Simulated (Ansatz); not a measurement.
# Bands of KF

```xyz
2
Lattice="0.0000 2.6735 2.6735 2.6735 0.0000 2.6735 2.6735 2.6735 0.0000" Properties=species:S:1:pos:R:3 pbc="T T T"
K     0.0000    0.0000    0.0000
F     2.6735    2.6735    2.6735
```

Atoms are numbered in the order listed.

The cell is COD entry 9008652, as deposited and not checked against the literature; nothing was relaxed.

Method: Ansatz 0.2.0, DFT, PBEsol, all-electron LAPW, scalar-relativistic.

Sampling and basis: a Γ-centred 9×9×9 k mesh, Fermi–Dirac smearing of 0.01 eV, basis error target 1 meV/atom, no spin polarisation.

Points in fractions of the reciprocal vectors of this cell: Γ (0, 0, 0), X (0.5, 0, 0.5), U (0.625, 0.25, 0.625), K (0.375, 0.375, 0.75), L (0.5, 0.5, 0.5), W (0.5, 0.25, 0.75). The path joins them by straight lines in the order Γ–X–U–K–Γ–L–W–X; legs that retrace an earlier one aren't tabulated. Energies are in eV from the top of the valence band.

Problem. Is there a gap, and where are the band edges?

Solution. 6.03 eV, direct at Γ.

Problem. List the levels between -8 and 6 eV at the symmetry points.

Solution. 
Γ: 0.00 (×3)
X: -0.21, -0.06 (×2)
U: -0.34, -0.20 (×2)
K: -0.34, -0.20 (×2)
L: -0.81, -0.35 (×2)
W: -0.41, -0.16 (×2)

Kohn–Sham gaps of semilocal functionals usually fall short of measured ones.
